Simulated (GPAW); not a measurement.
Pt:

```
CELL_PARAMETERS angstrom
2.76067 0.00000 0.00000
-1.38033 2.39081 0.00000
0.00000 0.00000 4.79213
ATOMIC_POSITIONS crystal
Pt 0.33333 0.66667 0.25000
Pt 0.66667 0.33333 0.75000
```

This isn't the form of Pt at room conditions, which is fcc.

| Property | Result |
| --- | --- |
| Program | GPAW 26.7.0 |
| Task | relaxation of cell and atoms |
| Functional | PBEsol |
| Dispersion | D3(BJ) |
| Potentials or basis | PAW data sets generated in the run's folder for this functional |
| Cutoff | 600 eV |
| Basis | pw |
| k mesh | 8 × 8 × 4 |
| Occupations | fermi-dirac, width 0.05 eV |
| Spin | no spin polarisation |

At the start: pressure -17.9 GPa; volume 15.81 Å³/atom.

Problem. How do energy, volume and symmetry change on relaxing?

Solution. Over 7 steps the energy falls by 70.7 meV/atom and the volume is 14.71 Å³/atom (-7.0 %); space group P6_3/mmc (No. 194, to 0.05 Å).

The path:
| step | energy change (eV) | largest force (eV/Å) | pressure (GPa) | volume (Å³) |
| --- | --- | --- | --- | --- |
| 1 | 0.0000 | 0.0000 | -17.87 | 31.63 |
| 2 | -0.1023 | 0.0000 | -9.26 | 30.46 |
| 3 | -0.1359 | 0.0000 | 1.60 | 29.29 |
| 4 | -0.1380 | 0.0000 | 0.37 | 29.40 |
| 5 | -0.1408 | 0.0000 | -0.68 | 29.48 |
| 6 | -0.1414 | 0.0000 | -0.38 | 29.44 |
| 7 | -0.1414 | 0.0000 | -0.07 | 29.41 |

Final structure:
```yaml
crystal:
  lattice:
    - [2.71851, 0.00000, 0.00000]
    - [-1.35926, 2.35430, 0.00000]
    - [0.00000, 0.00000, 4.59561]
  atoms:
    - { symbol: Pt, position: [0.33333, 0.66667, 0.25000] }
    - { symbol: Pt, position: [0.66667, 0.33333, 0.75000] }
```

Caveat: later steps reuse the first step's grids; pairwise dispersion overbinds metals, which lowers pressure and volume.
